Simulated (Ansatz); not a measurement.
# TaSi2P4 bilayer (AB) in a perpendicular field, part 3 of 3

Wanted: the out-of-plane response of the TaSi2P4 bilayer (AB). A positive field points along +c.

Ansatz 0.2.0; plane-wave DFT, PBE-D3(BJ), Ansatz PAW (the session's first sound run).

So far. Step 6 (Single point, field 0.5 V/Å): The dipole is 0.691 e·Å. Step 7 (Atoms held, field -0.3 V/Å): The dipole is -0.415 e·Å.

### Step 8. Response, atoms held

This step: plane-wave DFT, PBE-D3(BJ), Ansatz PAW; response to a field along the normal, atoms held (Ansatz 0.2.0).

The dipoles give the slope, and the difference of two potentials shows where the field is screened.

This step gave:

```
equivalent conductor thickness p/(ε₀AE) : 23.72 Å
distance between the outer atoms        : 21.76 Å
```

Dipole of the cell against applied field:

| applied field (V/Å) | dipole of the cell (e·Å) |
| --- | --- |
| -0.300 | -0.415 |
| -0.100 | -0.138 |
| 0.000 | -3.3e-4 |
| 0.100 | 0.138 |
| 0.500 | 0.691 |

Local field over the applied field, running mean. From the potentials at -0.1 and 0.1 V/Å; running mean over 2.5 Å. The local field over applied field by z:

| z (Å) | local field over applied field |
| --- | --- |
| 5 | 0.995 |
| 6 | 0.961 |
| 7 | 0.782 |
| 8 | 0.437 |
| 9 | 0.128 |
| 10 | 0.0668 |
| 11 | 0.0806 |
| 12 | 0.0507 |
| 13 | 0.0211 |
| 14 | 0.00941 |
| 15 | -0.00466 |
| 16 | -0.00467 |
| 17 | -0.00380 |
| 18 | -0.00103 |
| 19 | 0.00356 |
| 20 | 0.00321 |
| 21 | 0.00252 |
| 22 | -0.00132 |
| 23 | -0.00505 |
| 24 | -0.00532 |
| 25 | 4.6e-4 |
| 26 | 0.00833 |
| 27 | 0.0288 |
| 28 | 0.0618 |
| 29 | 0.0761 |
| 30 | 0.0669 |
| 31 | 0.183 |
| 32 | 0.522 |
| 33 | 0.847 |
| 34 | 0.976 |
| 35 | 0.997 |

The induced electron density oscillates, so the rows of the table below give means over windows of 2 Å about each position, cut where the curve ends. Its first 14 maxima inside the range that stand out by 2 % of the span (Å: e/Å³ per V/Å): 8.0: 0.00368, 9.3: 8.4e-4, 11.0: 6.3e-4, 12.2: 7.7e-4, 13.7: 8.9e-4, 15.5: 1.5e-4, 17.1: 6.2e-5, 18.6: 9.4e-5, 20.5: 1.2e-4, 21.9: 1.1e-4, 23.4: 9.5e-5, 24.9: 1.4e-4, 26.7: 8.3e-4, 28.1: -1.5e-4. Its first 14 minima: 9.0: 5.0e-4, 10.2: -0.00150, 11.6: 1.5e-4, 13.1: -8.2e-4, 14.9: -1.3e-4, 16.3: -9.7e-5, 17.8: -1.1e-4, 19.3: -1.2e-4, 21.2: -9.4e-5, 22.7: -6.0e-5, 24.3: -1.5e-4, 26.1: -9.0e-4, 27.5: -7.8e-4, 28.7: -6.3e-4.

Electrons, planar mean, per unit field. Induced electron density against z; means over each step:

z (Å), induced electron density (e/Å³ per V/Å) and a bar from the least value:
```
        6    0.00033 #################
        8    0.00226 ##############################
       10   -0.00017 ##############
       12    0.00032 #################
       14    0.00001 ###############
       16    0.00001 ###############
       18    0.00000 ###############
       20    0.00000 ###############
       22    0.00000 ###############
       24    0.00001 ###############
       26    0.00002 ###############
       28   -0.00043 ############
       30    0.00016 ################
       32   -0.00232 
       34   -0.00021 ##############
```

By hand: between -0.1 and 0.1 V/Å the dipole changes by 0.2763 e·Å, a slope of 1.381 e·Å²/V. A perfect conductor of thickness t has p = ε₀AEt, so t = 180.95 × 1.381 / 10.540 = 23.72 Å (e/ε₀ = 180.95 V·Å, A in Å²).

The induced dipole is that of a conductor 23.72 Å thick.

### Step 9. A changed input: basis.xc_grid = 4

This step: plane-wave DFT, PBE-D3(BJ), Ansatz PAW (Ansatz 0.2.0).

A run with a changed input: it repeats the earlier run at 0.1 V/Å with basis.xc_grid to 4.

input.yaml

```yaml
crystal:
  lattice:
    - [3.4886956765, 0.0, 0.0]
    - [-1.7443478382, 3.0212990819, 0.0]
    - [0.0, 0.0, 39.7622604741]
  atoms:
    - { symbol: P, position: [0.0, 0.0, 0.2263452805] }
    - { symbol: Si, position: [0.3333333333, 0.6666666667, 0.2517906421] }
    - { symbol: P, position: [0.3333333333, 0.6666666667, 0.3080787867] }
    - { symbol: Ta, position: [0.0, 0.0, 0.3453219334] }
    - { symbol: P, position: [0.3333333333, 0.6666666667, 0.3824163456] }
    - { symbol: Si, position: [0.3333333333, 0.6666666667, 0.4386600665] }
    - { symbol: P, position: [0.0, 0.0, 0.4641012849] }
    - { symbol: P, position: [0.3333333333, 0.6666666667, 0.5359181971] }
    - { symbol: Si, position: [0.6666666667, 0.3333333333, 0.5612855775] }
    - { symbol: P, position: [0.6666666667, 0.3333333333, 0.6175939465] }
    - { symbol: Ta, position: [0.3333333333, 0.6666666667, 0.6546924626] }
    - { symbol: P, position: [0.6666666667, 0.3333333333, 0.6919189467] }
    - { symbol: Si, position: [0.6666666667, 0.3333333333, 0.7482061425] }
    - { symbol: P, position: [0.3333333333, 0.6666666667, 0.7736547195] }
kpoints:
  mp_grid: { grid: [18, 18, 1] }
  band_path:
    path: [[0, 0, 0], [0.5, 0, 0], [0.33333333, 0.33333333, 0], [0, 0, 0]]
    npoints: 16
hamiltonian:
  xc: pbe
  dispersion: d3bj
scf:
  occupations: { method: fermi_dirac, width: 0.02585 }
  convergence: { dr2_threshold: 1.0e-10 }
efield:
  axis: 3
  dipole_correction: true
  ramp_position: 0.9691
  ramp_width: 0.0619
  amplitude: 0.1
output:
  write_potential: true
  write_density: true
  volumetric_format: npy
basis:
  xc_grid: 4
```

Run with:

```console
ansatz run input.yaml --threads 4 --pin off --max-ram 12288MiB --backend cpu --events-out ev --progress --plain --runs-dir out
```

Numbers of over 12 decimals in the logs are rounded to 6 here.

Output:

```text
[...]
Crystal: 14 atoms, lattice volume = 419.110 Å³
Basis set: ecut = 420 eV, 8167 PW (Γ), exchange–correlation on 96×96×1080 points (64 copies of the dense FFT grid, shifted against one another)
Bands: 55, of which v1, the nominal top of the filled ones, is band 41 counted from 1 (40 counted from 0)
Symmetry: 6 space group operations
[...]
k-points: 37 of 324 (time reversal used)
[...]
SCF iter   1: F=—  HF=-28464.837075 eV  |F-HF|=—  |Δ(HF+E_count)|=         —  Δρ=3.80e-2  dr2=8.50e0  ethr=3.10e-3  p=0.141 e·Å  D=6.07e-2 V/Å  ΔV_dip=-2.42 eV  dr2_dipole=4.99e-3  V_vac-E_F(+/−)=7.71/6.47 eV  ⟨swp⟩=8.8  Hψ=11393  notcnv=0  defer=94
[...]
SCF iter  13: F=-28462.819245 eV  HF=-28462.819245 eV  |F-HF|=7.64e-11  |Δ(HF+E_count)|=   1.32e-9  Δρ=4.75e-8  dr2=2.24e-11  ethr=1.00e-12  p=0.138 e·Å  D=5.95e-2 V/Å  ΔV_dip=-2.37 eV  dr2_dipole=3.55e-13  V_vac-E_F(+/−)=6.04/4.74 eV  ⟨swp⟩=15.9  Hψ=9370  notcnv=0
SCF 1 converged in 13 iterations: F = -28462.819245 eV  dr2 = 2.24e-11
[...]
SCF converged after 13 iterations
Free energy (F): -28462.819245 eV
[...]
Internal energy: -28462.807779 eV  (E = F + TS)
E sigma→0 (E₀):  -28462.813512 eV
Entropy (-TS):   -0.011466 eV (-0.819 meV/atom)
Fermi energy:    3.225690 eV
Dipole field:    D = 0.059502 V/Å  (p = 0.137815 e·Å, saw-weighted, corrected)
Work function:   not extracted (applied field tilts the vacuum); planar V_es + V_field profile in the machine report
[...]
--- Band table (eV; the first three rows and the last of 37) ---
  k-point 0: bands = [... 37 lower, 2.8292, 2.8443, 2.8443, 3.4717, 3.9143, 6.1086, 6.1086, 6.1663, ... 10 higher]
  k-point 1: bands = [... 37 lower, 2.7775, 2.7794, 2.8228, 3.5047, 3.8848, 6.0412, 6.0791, 6.1460, ... 10 higher]
  k-point 2: bands = [... 37 lower, 2.5984, 2.6109, 2.7470, 3.5111, 3.7611, 5.7902, 5.8714, 5.9075, ... 10 higher]
  k-point 36: bands = [... 37 lower, 1.6182, 2.4038, 2.4442, 4.0483, 4.0934, 4.9366, 5.1896, 5.2151, ... 10 higher]
```

Wall time 62 s (4 threads of Arm Neoverse V1, shared host); peak memory 1.6 GiB; 4.1 min of CPU time.

Numbers from this step:

```yaml
energy_at_zero_smearing: -28462.8135 eV
dipole_along_the_normal: 0.1378 e·Å
```

The electronic bands at the labelled points (eV, zero at the Fermi level):

| point | band 37 | band 38 | band 39 | band 40 | band 41 | band 42 | band 43 | band 44 |
| --- | --- | --- | --- | --- | --- | --- | --- | --- |
| Γ | -0.40 | -0.40 | -0.38 | -0.38 | 0.25 | 0.69 | 2.88 | 2.88 |
| halfway | -1.26 | -1.12 | -1.11 | -0.87 | -0.14 | -0.10 | 1.82 | 2.00 |
| M | -1.62 | -1.50 | -0.69 | -0.67 | -0.33 | -0.31 | 1.27 | 1.30 |
| halfway | -1.77 | -1.51 | -1.13 | -0.98 | 0.20 | 0.22 | 2.01 | 2.19 |
| K | -1.66 | -1.61 | -0.82 | -0.78 | 0.82 | 0.87 | 1.71 | 1.96 |
| halfway | -1.26 | -1.16 | -1.11 | -0.88 | -0.10 | -0.08 | 2.36 | 2.38 |
| Γ | -0.40 | -0.40 | -0.38 | -0.38 | 0.25 | 0.69 | 2.88 | 2.88 |

| quantity | this run | earlier run | difference |
| --- | --- | --- | --- |
| dipole along the normal (e·Å) | 0.1378 | 0.1378 | -5.2e-7 |

The dipole moves by under 0.5 % or 5e-5 e·Å.

Of the bands kept, 2 cross the Fermi level on this path.

### Step 10. A changed input: magnetization = {"spin_polarized": true}

This step: plane-wave DFT, PBE-D3(BJ), Ansatz PAW, but for the change named below (Ansatz 0.2.0).

Another changed input: it repeats the earlier run at 0.1 V/Å with magnetization to spin_polarized: true.

input.yaml, the sections that differ from step 9:

```yaml
crystal:
  lattice:
    - [3.4886956765, 0.0, 0.0]
    - [-1.7443478382, 3.0212990819, 0.0]
    - [0.0, 0.0, 39.7622604741]
  atoms:
    - { symbol: P, position: [0.0, 0.0, 0.2263452805], spin: 0.2 }
    - { symbol: Si, position: [0.3333333333, 0.6666666667, 0.2517906421], spin: 0.2 }
    - { symbol: P, position: [0.3333333333, 0.6666666667, 0.3080787867], spin: 0.2 }
    - { symbol: Ta, position: [0.0, 0.0, 0.3453219334], spin: 0.2 }
    - { symbol: P, position: [0.3333333333, 0.6666666667, 0.3824163456], spin: 0.2 }
    - { symbol: Si, position: [0.3333333333, 0.6666666667, 0.4386600665], spin: 0.2 }
    - { symbol: P, position: [0.0, 0.0, 0.4641012849], spin: 0.2 }
    - { symbol: P, position: [0.3333333333, 0.6666666667, 0.5359181971], spin: 0.2 }
    - { symbol: Si, position: [0.6666666667, 0.3333333333, 0.5612855775], spin: 0.2 }
    - { symbol: P, position: [0.6666666667, 0.3333333333, 0.6175939465], spin: 0.2 }
    - { symbol: Ta, position: [0.3333333333, 0.6666666667, 0.6546924626], spin: 0.2 }
    - { symbol: P, position: [0.6666666667, 0.3333333333, 0.6919189467], spin: 0.2 }
    - { symbol: Si, position: [0.6666666667, 0.3333333333, 0.7482061425], spin: 0.2 }
    - { symbol: P, position: [0.3333333333, 0.6666666667, 0.7736547195], spin: 0.2 }
magnetization:
  spin_polarized: true
# kpoints, hamiltonian, scf, efield, output: as in step 9
# basis: removed
```

Output:

```text
[...]
Crystal: 14 atoms, lattice volume = 419.110 Å³
Basis set: ecut = 420 eV, 8167 PW (Γ)
Bands: 57, of which v1, the nominal top of the filled ones, is band 41 counted from 1 (40 counted from 0)
Symmetry: 6 space group operations
k-points: 37 of 324 (time reversal used)
[...]
Starting moments: Σ|m| = 2.8 μB on 14 of 14 sites
[...]
SCF iter   1: F=—  HF=-28441.912501 eV  |F-HF|=—  |Δ(HF+E_count)|=         —  Δρ=1.78e-2 (↑1.65e-2 ↓1.78e-2)  dr2=1.37e1  dr2_m=6.93e-2  M=0.345 μB ∫|m|=0.347 μB  β_m=0.34  ethr=3.10e-3  p=0.141 e·Å  D=6.07e-2 V/Å  ΔV_dip=-2.42 eV  dr2_dipole=1.93e-3  V_vac-E_F(+/−)=6.58/5.33 eV  ⟨swp⟩=10.2  Hψ=24877  notcnv=0  defer=12
[...]
SCF iter   2: F=—  HF=-28452.114255 eV  |F-HF|=—  |Δ(HF+E_count)|=    1.02e1  Δρ=1.16e-2 (↑1.09e-2 ↓1.16e-2)  dr2=5.37e0  dr2_m=3.19e-2  M=0.304 μB ∫|m|=0.306 μB  β_m=0.49  ethr=3.10e-3  p=0.139 e·Å  D=6.00e-2 V/Å  ΔV_dip=-2.39 eV  dr2_dipole=7.76e-4  V_vac-E_F(+/−)=6.19/4.91 eV  ⟨swp⟩=3.0  Hψ=7741  notcnv=0  defer=656
density mixer auto → msr1: a metal under ldos (density of states about μ 0.86 of a free-electron gas's, 26 screened modes)
SCF iter   3: F=—  HF=-28462.469076 eV  |F-HF|=—  |Δ(HF+E_count)|=    1.04e1  Δρ=3.43e-3 (↑3.43e-3 ↓3.22e-3)  dr2=5.61e-1  dr2_m=2.45e-3  M=0.095 μB ∫|m|=0.104 μB  β_m=0.62  ethr=3.10e-3  p=0.138 e·Å  D=5.98e-2 V/Å  ΔV_dip=-2.38 eV  dr2_dipole=2.74e-3  V_vac-E_F(+/−)=5.88/4.60 eV  ⟨swp⟩=3.1  Hψ=6996  notcnv=0  defer=656
[...]
SCF iter  15: F=-28462.819187 eV  HF=-28462.819187 eV  |F-HF|=6.18e-11  |Δ(HF+E_count)|=  3.89e-10  Δρ=5.25e-8 (↑5.25e-8 ↓5.04e-8)  dr2=6.67e-11  dr2_m=2.67e-12  M=0.000 μB ∫|m|=0.000 μB  ethr=1.00e-12  p=0.138 e·Å  D=5.95e-2 V/Å  ΔV_dip=-2.37 eV  dr2_dipole=1.61e-13  V_vac-E_F(+/−)=6.04/4.74 eV  ⟨swp⟩=15.0  Hψ=24119  notcnv=0
SCF 1 converged in 15 iterations: F = -28462.819187 eV  dr2 = 6.67e-11
[...]
SCF converged after 15 iterations
Magnetization: 0.0000 μB (41.0000 up, 41.0000 down)
Absolute magnetization: 0.0000 μB (∫|ρ↑−ρ↓|, with the PAW one-centre terms)
[...]
Per-site moments (μB) at R_I (Å): [(-7.560457934054671e-8, 0.929789), (-1.2461572770022183e-7, 0.923234), (3.4036640961325624e-8, 0.923234), (-2.8864881900750365e-6, 1.029805), (5.140037490660674e-8, 0.922506), (-1.1731753959499395e-7, 0.922506), (-4.505362604322585e-8, 0.929758), (6.951989329951948e-8, 0.929215), (1.6453588350955777e-7, 0.923566), (-5.682481737933505e-8, 0.923566), (4.152444142890471e-6, 1.029845), (-2.029472389554677e-8, 0.923219), (1.7976613029012058e-7, 0.923219), (1.00690454200566e-7, 0.929813)]
Free energy (F): -28462.819187 eV
[...]
Internal energy: -28462.807722 eV  (E = F + TS)
E sigma→0 (E₀):  -28462.813454 eV
Entropy (-TS):   -0.011466 eV (-0.819 meV/atom)
Fermi energy:    3.225737 eV
Dipole field:    D = 0.059502 V/Å  (p = 0.137816 e·Å, saw-weighted, corrected)
Work function:   not extracted (applied field tilts the vacuum); planar V_es + V_field profile in the machine report
[...]
--- Band table (eV; the first three rows and the last of 74) ---
  k-point 0 ↑: bands = [... 37 lower, 2.8292, 2.8443, 2.8443, 3.4718, 3.9144, 6.1087, 6.1087, 6.1663, ... 12 higher]
  k-point 1 ↑: bands = [... 37 lower, 2.7776, 2.7795, 2.8229, 3.5048, 3.8848, 6.0412, 6.0792, 6.1461, ... 12 higher]
  k-point 2 ↑: bands = [... 37 lower, 2.5984, 2.6109, 2.7470, 3.5111, 3.7612, 5.7903, 5.8714, 5.9075, ... 12 higher]
  k-point 36 ↓: bands = [... 37 lower, 1.6183, 2.4038, 2.4442, 4.0483, 4.0935, 4.9367, 5.1897, 5.2152, ... 12 higher]
```

Run time: 2.4 min. Hardware: 4 threads; peak memory 2.1 GiB; 9.7 min of CPU time.

Deep bands are left out, so band numbers here count from the lowest band kept and differ from the log's. The electronic bands at the labelled points (eV, zero at the Fermi level; # counts the bands kept):

| point | up #22 | up #23 | up #24 | up #25 | down #22 | down #23 | down #24 | down #25 |
| --- | --- | --- | --- | --- | --- | --- | --- | --- |
| Γ | -0.38 | -0.38 | 0.25 | 0.69 | -0.38 | -0.38 | 0.25 | 0.69 |
| halfway | -1.11 | -0.87 | -0.14 | -0.10 | -1.11 | -0.87 | -0.14 | -0.10 |
| M | -0.69 | -0.67 | -0.33 | -0.31 | -0.69 | -0.67 | -0.33 | -0.31 |
| halfway | -1.13 | -0.98 | 0.20 | 0.22 | -1.13 | -0.98 | 0.20 | 0.22 |
| K | -0.82 | -0.78 | 0.82 | 0.87 | -0.82 | -0.78 | 0.82 | 0.87 |
| halfway | -1.11 | -0.88 | -0.10 | -0.08 | -1.11 | -0.88 | -0.10 | -0.08 |
| Γ | -0.38 | -0.38 | 0.25 | 0.69 | -0.38 | -0.38 | 0.25 | 0.69 |

| quantity | this run | earlier run | difference |
| --- | --- | --- | --- |
| dipole along the normal (e·Å) | 0.1378 | 0.1378 | 8.5e-7 |

The dipole moves by under 0.5 % or 5e-5 e·Å. The run took 15 SCF cycles against 13.

Of the bands kept, 4 cross the Fermi level on this path, both spins counted.

### Step 11. What came out

```json
{
  "gap without field": "none",
  "work function, upper face": "5.43 eV",
  "equivalent conductor thickness, atoms held": "23.7 Å"
}
```

The induced dipole equals that of a perfect conductor 23.72 Å thick, while the outer atoms lie 21.76 Å apart. There is no gap over 0.03 eV, with or without the field. The first relaxation ran with spin and lost its moment, and the later runs have none; other magnetic states were not tried. Spin-orbit coupling is left out, which matters for the bands of elements this heavy. The outer anions sit over the metal atoms, one of several polytypes of such layers and not the lowest for every compound.

[Logs are printed without paths, hosts, clocks, repeated set-up lines and the standing remarks that a program may print on its own settings, such as how far it seeks lower states.]

[Hosts, paths, dates, database ids (printed as entryN), source tags and the programs' standing remarks are cut or masked in the printed files.]

[Maps of the electrostatic potential energy from Ansatz leave out the sawtooth potential of an applied field or a dipole correction, so their vacuum need not be flat; planar profiles and work functions include it.]
